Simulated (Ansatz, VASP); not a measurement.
Given: the input of a run of Ansatz 0.2.0 on TiO2 (Anatase). 

input.yaml

```yaml
crystal:
  lattice:
    - [-1.8921, 1.8921, 4.7573]
    - [1.8921, -1.8921, 4.7573]
    - [1.8921, 1.8921, -4.7573]
  atoms:
    - { symbol: Ti, position: [0.75, 0.25, 0.5] }
    - { symbol: Ti, position: [0.0, 0.0, 0.0] }
    - { symbol: O, position: [0.7919, 0.7919, 0.0] }
    - { symbol: O, position: [0.5419, 0.0419, 0.5] }
    - { symbol: O, position: [0.9581, 0.4581, 0.5] }
    - { symbol: O, position: [0.2081, 0.2081, 0.0] }
hamiltonian:
  xc: pbe
  pseudopotentials: { kind: paw }
kpoints:
  mp_grid: { grid: [10, 10, 10] }
scf:
  occupations: { method: gaussian, width: 0.012 }
output:
  forces: true
  stress: true
  eigenvalues: true
```

Potentials or basis: Ansatz PAW.

The run is started by

```sh
$ ansatz run input.yaml --threads 2 --pin off --max-ram 5632MiB --backend cpu --events-out ev --progress --plain --runs-dir out
```

What does the same run look like in VASP 6.6.1? Potentials or basis there: PBE PAW files O, Ti_sv, 520 eV.

As run (cutoffs and basis follow the program's own potentials, and thresholds, step limits or extra output files can differ):

The input INCAR:

```
SYSTEM = TiO2
ALGO = Fast
EDIFF = 1E-7
ENCUT = 520
GGA = PE
ISIF = 2
ISMEAR = 0
LASPH = .TRUE.
LCHARG = .FALSE.
LREAL = .FALSE.
LWAVE = .FALSE.
NELM = 60
PREC = Accurate
SIGMA = 0.012
```

The input KPOINTS:

```
k-points
0
G
  10 10 10
  0 0 0
```

The input POSCAR:

```
TiO2
1.0
   -1.8921000000      1.8921000000      4.7573000000
    1.8921000000     -1.8921000000      4.7573000000
    1.8921000000      1.8921000000     -4.7573000000
Ti O
2 4
Direct
    0.7500000000      0.2500000000      0.5000000000
    0.0000000000      0.0000000000      0.0000000000
    0.7919000000      0.7919000000      0.0000000000
    0.5419000000      0.0419000000      0.5000000000
    0.9581000000      0.4581000000      0.5000000000
    0.2081000000      0.2081000000      0.0000000000
```

Potentials or basis: VASP PAW PBE potentials, release 64 (Ti_sv, O).

Command:

```console
$ cat potpaw_PBE.64/Ti_sv/POTCAR potpaw_PBE.64/O/POTCAR > POTCAR
$ mpirun -np 1 vasp_std > vasp.out
```

Both were run:

|  | Ansatz | VASP |
| --- | --- | --- |
| Pressure | 5.2 GPa | 5.9 GPa |
| Largest force | 0.102 eV/Å | 0.125 eV/Å |

Ansatz's pressure holds a Pulay term of +0.68 GPa for its cutoff of 420 eV, which the other run lacks.

Where Ansatz's input types no cutoff or centring, it takes its own default and a Γ-centred mesh.

Pressure is positive in compression.
